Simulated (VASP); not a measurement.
# TePb (Fm-3m) in VASP: a series of runs

Runs on TePb. Level: PBE. Tasks: single point.

Program: VASP 6.6.1. These are calculated values, not measurements. Logs are shortened: lines on timing, memory, paths and dates and some standing lists are left out, and cuts for length are marked.

**What was measured.**

From a printed reference work, monograph, for a bulk crystal of TePb at 4.2 K: band gap 0.19 eV (direct).

The results are compared with them further down.

## 1. The cell of the first run

The structure is cubic, space group Fm-3m (No. 225). The conventional cell has a = 6.352 Å, b = 6.352 Å, c = 6.352 Å, α = 90.00°, β = 90.00°, γ = 90.00°. Within 4.2 Å of Te (site symmetry m-3m) lie 6 Pb at 3.18 Å. Within 4.2 Å of Pb (site symmetry m-3m) lie 6 Te at 3.18 Å.

## 2. Single point, PBE

Contents of INCAR:

```
SYSTEM = TePb
ALGO = Normal ; EDIFF = 1E-6
ENCUT = 520 ; GGA = PE
ISIF = 2 ; ISMEAR = -1
LASPH = .True. ; LCHARG = .True.
LELF = .True. ; LREAL = .False.
LVHAR = .True. ; LWAVE = .False.
NBANDS = 17 ; NELM = 60
PREC = Accurate ; SIGMA = 0.02
```

Contents of KPOINTS:

```
k-points
0
Gamma
  6 6 6
  0 0 0
```

Contents of POSCAR:

```
TePb
1.0
    0.0000000000      3.1762267067      3.1762267067
    3.1762267067      0.0000000000      3.1762267067
    3.1762267067      3.1762267067      0.0000000000
Te Pb
1 1
Direct
    0.5000000000      0.5000000000      0.5000000000
    0.0000000000      0.0000000000      0.0000000000
```

Potentials or basis: VASP PAW PBE potentials, release 64 (Te, Pb_d).

Launch:

```bash
$ cat potpaw_PBE.64/Te/POTCAR potpaw_PBE.64/Pb_d/POTCAR > POTCAR
$ mpirun -np 1 vasp_std > vasp.out
```

OUTCAR:

```text
SYSTEM = TePb
   EDIFF = 1E-6
   ENCUT = 520
   GGA = PE
   ISIF = 2
   ISMEAR = -1
   LASPH = .True.
   LREAL = .False.
   NELM = 60
   PREC = Accurate

 ion  position               nearest neighbor table
   1  0.500  0.500  0.500-   2 3.18   2 3.18   2 3.18   2 3.18   2 3.18   2 3.18
   2  0.000  0.000  0.000-   1 3.18   1 3.18   1 3.18   1 3.18   1 3.18   1 3.18

  LATTYP: Found a face centered cubic cell.
 ALAT       =     6.3524534134

  Lattice vectors:

 A1 = (   0.0000000000,   3.1762267067,   3.1762267067)
 A2 = (   3.1762267067,   0.0000000000,   3.1762267067)
 A3 = (   3.1762267067,   3.1762267067,   0.0000000000)

Analysis of symmetry for initial positions (statically):
=====================================================================
 Subroutine PRICEL returns:
 Original cell was already a primitive cell.

 Routine SETGRP: Setting up the symmetry group for a
 face centered cubic supercell.

 Subroutine GETGRP returns: Found 48 space group operations
 (whereof 48 operations were pure point group operations)
 out of a pool of 48 trial point group operations.

The static configuration has the point symmetry O_h .

Analysis of symmetry for dynamics (positions and initial velocities):
=====================================================================
 Subroutine PRICEL returns:
 Original cell was already a primitive cell.

 Routine SETGRP: Setting up the symmetry group for a
 face centered cubic supercell.

 Subroutine GETGRP returns: Found 48 space group operations
 (whereof 48 operations were pure point group operations)
 out of a pool of 48 trial point group operations.

The dynamic configuration has the point symmetry O_h .

 Subroutine INISYM returns: Found 48 space group operations
 (whereof 48 operations are pure point group operations),
 and found     1 'primitive' translations

----------------------------------------------------------------------------------------

                                     Primitive cell

  volume of cell :      64.0862

  direct lattice vectors                    reciprocal lattice vectors
     0.000000000  3.176226707  3.176226707    -0.157419494  0.157419494  0.157419494
     3.176226707  0.000000000  3.176226707     0.157419494 -0.157419494  0.157419494
     3.176226707  3.176226707  0.000000000     0.157419494  0.157419494 -0.157419494

  length of vectors
     4.491862886  4.491862886  4.491862886     0.272658561  0.272658561  0.272658561

  position of ions in fractional coordinates (direct lattice)
     0.500000000  0.500000000  0.500000000
     0.000000000  0.000000000  0.000000000

  ion indices of the primitive-cell ions
   primitive index   ion index
                 1           1
                 2           2

----------------------------------------------------------------------------------------

 KPOINTS: k-points

Automatic generation of k-mesh.
 Grid dimensions read from file:
 generate k-points for:    6    6    6

 Generating k-lattice:

  Cartesian coordinates                     Fractional coordinates (reciprocal lattice)
    -0.026236582  0.026236582  0.026236582     0.166666667  0.000000000  0.000000000
     0.026236582 -0.026236582  0.026236582     0.000000000  0.166666667  0.000000000
     0.026236582  0.026236582 -0.026236582     0.000000000  0.000000000  0.166666667

  Length of vectors
     0.045443094  0.045443094  0.045443094

  Shift w.r.t. Gamma in fractional coordinates (k-lattice)
     0.000000000  0.000000000  0.000000000

 Subroutine IBZKPT returns following result:
 ===========================================

 Found     16 irreducible k-points:

 Following reciprocal coordinates:
            Coordinates               Weight
  0.000000  0.000000  0.000000      1.000000
  0.166667  0.000000  0.000000      8.000000
  0.333333  0.000000  0.000000      8.000000
  0.500000  0.000000  0.000000      4.000000
  0.166667  0.166667  0.000000      6.000000
  0.333333  0.166667  0.000000     24.000000
[... 8 lines left out ...]
 -0.333333  0.333333  0.166667     24.000000
 -0.333333  0.500000  0.166667     12.000000
   k-points           NKPTS =     16   k-points in BZ     NKDIM =     16   number of bands    NBANDS=     17
   number of dos      NEDOS =    301   number of ions     NIONS =      2
   total plane-waves  NPLWV =  46656
   dimension x,y,z NGX =    36 NGY =   36 NGZ =   36
   dimension x,y,z NGXF=    72 NGYF=   72 NGZF=   72
   ions per type =               1   1
   NGX,Y,Z   is equivalent  to a cutoff of  13.32, 13.32, 13.32 a.u.
   NGXF,Y,Z  is equivalent  to a cutoff of  26.65, 26.65, 26.65 a.u.
 SYSTEM =  TePb
   PREC   = accura    normal or accurate (medium, high low for compatibility)
   ISTART =      0    job   : 0-new  1-cont  2-samecut
   ICHARG =      2    charge: 1-file 2-atom 10-const
   ISPIN  =      1    spin polarized calculation?
   LNONCOLLINEAR =      F non collinear calculations
   LSORBIT =      F    spin-orbit coupling
   LASPH  =      T    aspherical Exc in radial PAW
   ENCUT  =  520.0 eV  38.22 Ry    6.18 a.u.   8.35  8.35  8.35*2*pi/ulx,y,z
   NELM   =     60;   NELMIN=  2; NELMDL= -5     # of ELM steps
   EDIFF  = 0.1E-05   stopping-criterion for ELM
   LREAL  =      F    real-space projection
   EDIFFG = 0.1E-04   stopping-criterion for IOM
   NSW    =      0    number of steps for IOM
   IBRION =     -1    ionic relax: 0-MD 1-quasi-New 2-CG
   NFREE  =      0    steps in history (QN), initial steepest desc. (CG)
   ISIF   =      2    stress and relaxation
   ISYM   =      2    0-nonsym 1-usesym 2-fastsym
   POTIM  = 0.5000    time-step for ionic-motion
   TEBEG  =    0.0;   TEEND  =   0.0 temperature during run
   PSTRESS=    0.0 pullay stress
   NELECT =      20.0000    total number of electrons
   NUPDOWN=      -1.0000    fix difference up-down
   EMIN   =  10.00;   EMAX   =-10.00  energy-range for DOS
   EFERMI =   0.00;   METHOD = LEGACY
   ISMEAR =    -1;   SIGMA  =   0.02  broadening in eV -4-tet -1-fermi 0-gaus
   EFERMI_NEDOS =   21; number of points for ismear=-14 and -15
   IALGO  =     38    algorithm
   IMIX   =      4    mixing-type and parameters
     AMIX     =   0.40;   BMIX     =  1.00
     AMIX_MAG =   1.60;   BMIX_MAG =  1.00
  volume/ion in A,a.u.               =      32.04       216.24
  Fermi-wavevector in a.u.,A,eV,Ry     =   1.110444  2.098435 16.777153  1.233086
  Thomas-Fermi vector in A             =   2.246996
   LORBIT       =      0    0 simple, 1 ext, 2 COOP (PROOUT), +10 PAW based schemes
   GGA     = PE    functional components
   LHFCALC =     F    Hartree Fock is set to
   AEXX    =    0.0000 exact exchange contribution
   IVDW    =     0    specifies the selected vdW correction
   LEPSILON=     F    determine dielectric tensor
   LRPA    =     F    only Hartree local field effects (RPA)
 non-spin polarized calculation
  energy-cutoff  :      520.00
  volume of cell :       64.09
 maximum number of plane-waves:      1759
 NGX is ok and might be reduce to    36
   NGX = 17   NGY = 17   NGZ = 17

 number of electron      19.9999999 magnetization

 Free energy of the ion-electron system (eV)
  ---------------------------------------------------
  ext. energy  EPLUGINS =         0.00000000
  ---------------------------------------------------
  free energy    TOTEN  =        -7.42925092 eV

  energy without entropy =       -7.42925092  energy(sigma->0) =       -7.42925092

 E-fermi :   6.6334     XC(G=0):  -9.5342

 val. band max:        6.3252675337   @ k =   0.5000   0.0000   0.0000
 cond. band min:       6.9416853360   @ k =   0.5000   0.0000   0.0000
 fundamental gap:      0.6164178023
 Fermi energy:         6.6334252927

 k-point     1 :       0.0000    0.0000    0.0000
  band No.  band energies     occupation
      1     -10.5097      2.00000
      2     -10.5097      2.00000
      3     -10.4962      2.00000
      4     -10.4962      2.00000
      5     -10.4962      2.00000
      6      -6.1543      2.00000
[... 9 lines left out ...]
     16      11.9791      0.00000
     17      13.4738      0.00000

 k-point     2 :       0.1667    0.0000    0.0000
  band No.  band energies     occupation
      1     -10.5140      2.00000
      2     -10.5140      2.00000
      3     -10.4955      2.00000
      4     -10.4915      2.00000
      5     -10.4915      2.00000
      6      -5.9000      2.00000
[... 9 lines left out ...]
     16      12.5074      0.00000
     17      15.2879      0.00000

 k-point     3 :       0.3333    0.0000    0.0000
  band No.  band energies     occupation
      1     -10.5239      2.00000
      2     -10.5239      2.00000
      3     -10.4944      2.00000
      4     -10.4805      2.00000
      5     -10.4805      2.00000
      6      -5.1988      2.00000
[... 9 lines left out ...]
     16      13.9090      0.00000
     17      17.5932      0.00000

 k-point     4 :       0.5000    0.0000    0.0000
  band No.  band energies     occupation
      1     -10.5290      2.00000
      2     -10.5290      2.00000
      3     -10.4940      2.00000
      4     -10.4749      2.00000
      5     -10.4749      2.00000
      6      -4.5793      2.00000
[... 9 lines left out ...]
     16      15.5253      0.00000
     17      15.6756      0.00000
[... 183 lines left out ...]
      1     -10.5535      2.00000
      2     -10.5124      2.00000
      3     -10.4962      2.00000
      4     -10.4774      2.00000
      5     -10.4729      2.00000
      6      -4.6703      2.00000
[... 9 lines left out ...]
     16      15.3573      0.00000
     17      15.9357      0.00000

 k-point    15 :      -0.3333    0.3333    0.1667
  band No.  band energies     occupation
      1     -10.5578      2.00000
      2     -10.5162      2.00000
      3     -10.4877      2.00000
      4     -10.4846      2.00000
      5     -10.4683      2.00000
      6      -4.2305      2.00000
[... 9 lines left out ...]
     16      16.5906      0.00000
     17      16.8030      0.00000

 k-point    16 :      -0.3333    0.5000    0.1667
  band No.  band energies     occupation
      1     -10.5748      2.00000
      2     -10.5072      2.00000
      3     -10.4982      2.00000
      4     -10.4758      2.00000
      5     -10.4640      2.00000
      6      -4.1478      2.00000
[... 9 lines left out ...]
     16      17.2169      0.00000
     17      17.9110      0.00000

------------------------ aborting loop because EDIFF is reached ----------------------------------------

  FORCE on cell =-STRESS in cart. coord.  units (eV):
  Direction    XX          YY          ZZ          XY          YZ          ZX
  --------------------------------------------------------------------------------------
  -------------------------------------------------------------------------------------
  Total        1.9344961      1.9344961      1.9344961     -0.0000000     -0.0000000     -0.0000000
  in kB       48.3630813     48.3630813     48.3630813     -0.0000000     -0.0000000     -0.0000000
  external PRESSURE =      48.3630813 kB  Pullay stress =       0.0000000 kB

 VOLUME and BASIS-vectors are now :
 -----------------------------------------------------------------------------
  energy-cutoff  :      520.00
  volume of cell :       64.09
      direct lattice vectors                 reciprocal lattice vectors
     0.000000000  3.176226707  3.176226707    -0.157419494  0.157419494  0.157419494
     3.176226707  0.000000000  3.176226707     0.157419494 -0.157419494  0.157419494
     3.176226707  3.176226707  0.000000000     0.157419494  0.157419494 -0.157419494

 POSITION                                       TOTAL-FORCE (eV/Angst)
 -----------------------------------------------------------------------------------
      3.17623      3.17623      3.17623         0.000000      0.000000      0.000000
      0.00000      0.00000      0.00000        -0.000000     -0.000000     -0.000000
 -----------------------------------------------------------------------------------
    total drift:                               -0.000000      0.000000      0.000000

  FREE ENERGIE OF THE ION-ELECTRON SYSTEM (eV)
  ---------------------------------------------------
  free  energy   TOTEN  =        -7.4292509243 eV

  energy  without entropy=       -7.4292509194  energy(sigma->0) =       -7.42925092
```

Run time: 20 s. Hardware: 1 thread of AMD EPYC 9R45 (Zen 5), shared host; peak memory 0.16 GiB.

What came out:

```
Free energy            : -7.4293 eV
Pressure               : 4.8 GPa
Band gap on the k mesh : 0.62 eV, direct
```

Levels at points of the mesh, in eV from the valence-band top:
| k point | band 7 | band 8 | band 9 | band 10 | band 11 | band 12 | band 13 | band 14 |
| --- | --- | --- | --- | --- | --- | --- | --- | --- |
| (0.00, 0.00, 0.00) | -5.48 | -1.57 | -1.57 | -1.57 | 4.11 | 4.11 | 4.11 | 5.65 |
| (0.50, 0.00, 0.00) | -8.89 | -1.07 | -1.07 | 0.00 | 0.62 | 1.12 | 1.12 | 8.43 |
| (0.50, 0.50, 0.00) | -7.40 | -4.93 | -3.13 | -3.13 | 3.04 | 5.65 | 5.65 | 6.99 |

Caveat: spin-orbit coupling is left out, which moves the levels of the heavy elements.

## 3. Single point, PBE

This run uses another cell than the first one, of 33.05 Å³/atom, 1.032 times its volume.

Contents of INCAR:

```
  PREC = Accurate
  ENCUT = 520
  EDIFF = 1E-7
  ISMEAR = -1
  SIGMA = 0.02
  LREAL = F
  LASPH = T
  NELM = 80
  ALGO = Normal
  ISIF = 2
  LWAVE = F
  LCHARG = F
  GGA = PE
  NBANDS = 17
```

Contents of KPOINTS:

```
regular mesh
0
Gamma
  6 6 6
```

Contents of POSCAR:

```
TePb
1.0
    0.0000000000      3.2093147829      3.2093147829
    3.2093147829      0.0000000000      3.2093147829
    3.2093147829      3.2093147829      0.0000000000
Te Pb
1 1
Direct
    0.5000000000      0.5000000000      0.5000000000
    0.0000000000      0.0000000000      0.0000000000
```

Potentials or basis: VASP PAW PBE potentials, release 64 (Te, Pb_d).

Launch:

```bash
$ cat potpaw_PBE.64/Te/POTCAR potpaw_PBE.64/Pb_d/POTCAR > POTCAR
$ mpirun -np 1 vasp_std > vasp.out
```

Run time: 22 s. Hardware: 1 thread of AMD EPYC 9R45 (Zen 5), shared host; peak memory 0.17 GiB.

Results (log left out):

```yaml
Free_energy: -7.4799 eV
Pressure: 3.1 GPa
Band_gap_on_the_k_mesh: 0.69 eV, direct
```

Levels at points of the mesh, in eV from the valence-band top:
```csv
k point,band 8,band 9,band 10,band 11,band 12,band 13
"(0.00, 0.00, 0.00)",-1.43,-1.43,-1.43,4.09,4.09,4.09
"(0.50, 0.00, 0.00)",-0.96,-0.96,0.00,0.69,1.21,1.21
"(0.50, 0.50, 0.00)",-4.67,-2.93,-2.93,3.19,5.54,5.54
```

Caveat: spin-orbit coupling is left out, which moves the levels of the heavy elements.

## 4. Single point, PBE

This run uses another cell than the first one, of 34.07 Å³/atom, 1.063 times its volume.

Contents of INCAR:

```
ALGO = Normal ; EDIFF = 1E-7
ENCUT = 520 ; GGA = PE
ISIF = 2 ; ISMEAR = -1
LASPH = True ; LCHARG = True
LELF = True ; LREAL = False
LVHAR = True ; LWAVE = False
NBANDS = 17 ; NELM = 80
PREC = Accurate ; SIGMA = 0.02
```

Contents of KPOINTS:

```
k-points
0
Gamma
  6 6 6
```

Contents of POSCAR:

```
TePb
1.0
    0.0000000000      3.2417342981      3.2417342981
    3.2417342981      0.0000000000      3.2417342981
    3.2417342981      3.2417342981      0.0000000000
Te Pb
1 1
Direct
    0.5000000000      0.5000000000      0.5000000000
    0.0000000000      0.0000000000      0.0000000000
```

Launch:

```bash
$ cat potpaw_PBE.64/Te/POTCAR potpaw_PBE.64/Pb_d/POTCAR > POTCAR
$ mpirun -np 1 vasp_std > vasp.out
```

Wall time 26 s (1 thread of AMD EPYC 9R45 (Zen 5), shared host); peak memory 0.17 GiB.

It converged, with:

* Free energy: -7.5101 eV
* Pressure: 1.6 GPa
* Band gap on the k mesh: 0.76 eV, direct

Levels at points of the mesh, in eV from the valence-band top:
| k point | band 6 | band 7 | band 8 | band 9 | band 10 | band 11 | band 12 | band 13 | band 14 | band 15 |
| --- | --- | --- | --- | --- | --- | --- | --- | --- | --- | --- |
| (0.00, 0.00, 0.00) | -11.93 | -5.62 | -1.31 | -1.31 | -1.31 | 4.07 | 4.07 | 4.07 | 5.82 | 5.82 |
| (0.50, 0.00, 0.00) | -10.53 | -8.53 | -0.86 | -0.86 | 0.00 | 0.76 | 1.30 | 1.30 | 8.38 | 9.22 |
| (0.50, 0.50, 0.00) | -10.29 | -7.28 | -4.42 | -2.74 | -2.74 | 3.34 | 5.44 | 5.44 | 6.65 | 10.08 |

Caveat: spin-orbit coupling is left out, which moves the levels of the heavy elements.

(Continued in part 2 of 2.)
